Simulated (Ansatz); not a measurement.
## Bi: frozen-core PAW against all-electron methods

```yaml
crystal:
  lattice:
    - [2.27300, 1.31232, 3.95400]
    - [-2.27300, 1.31232, 3.95400]
    - [0.00000, -2.62463, 3.95400]
  atoms:
    - { symbol: Bi, position: [0.23389, 0.23389, 0.23389] }
    - { symbol: Bi, position: [0.76611, 0.76611, 0.76611] }
```

Atoms are numbered in the order listed.

The conventional cell has a = 4.546 Å, b = 4.546 Å, c = 11.862 Å, α = 90.00°, β = 90.00°, γ = 120.00°. Around Bi (atom 1) lie 6 Bi at 3.07 to 3.53 Å.

The structure is an experimental refinement, used without relaxation.

Spin–orbit coupling is left out, though it moves levels of the heavy atoms by tenths of an eV or more.

Levels of theory: DFT, PBE, PAW with Ansatz's default frozen-core files, scalar-relativistic (Ansatz 0.2.0); DFT, PBE, all-electron LAPW, scalar-relativistic (Ansatz 0.2.0).

For PAW: a Γ-centred 11×11×11 k mesh, Fermi–Dirac smearing of 0.03 eV, cutoff 420 eV, no spin polarisation. LAPW targets a basis error of 0.25 meV/atom. The Ansatz runs share mesh, smearing and spin set-up. Plane-wave (PAW) pressures include the program's estimate of the Pulay term.

Stress and pressure are positive in compression.

Levels count from the Fermi level.

PAW results:

```csv
quantity,PAW
pressure (GPa),1.78
stress xx (GPa),1.74
stress zz (GPa),1.85
"force on Bi1, z (eV/Å)",0.191
highest filled level at Γ (eV),-1.185
lowest empty level at Γ (eV),2.505
highest filled level at H2 (eV),-0.403
lowest empty level at H2 (eV),0.814
highest filled level at F (eV),-2.866
lowest empty level at F (eV),2.383
```

**Question.** What does all-electron LAPW give for the same quantities?

**Answer.** 
```json
{"quantity": "pressure (GPa)", "LAPW": "1.79"}
{"quantity": "stress xx (GPa)", "LAPW": "1.76"}
{"quantity": "stress zz (GPa)", "LAPW": "1.87"}
{"quantity": "force on Bi1, z (eV/Å)", "LAPW": "0.192"}
{"quantity": "highest filled level at Γ (eV)", "LAPW": "-1.186"}
{"quantity": "lowest empty level at Γ (eV)", "LAPW": "2.506"}
{"quantity": "highest filled level at H2 (eV)", "LAPW": "-0.403"}
{"quantity": "lowest empty level at H2 (eV)", "LAPW": "0.814"}
{"quantity": "highest filled level at F (eV)", "LAPW": "-2.866"}
{"quantity": "lowest empty level at F (eV)", "LAPW": "2.384"}
```
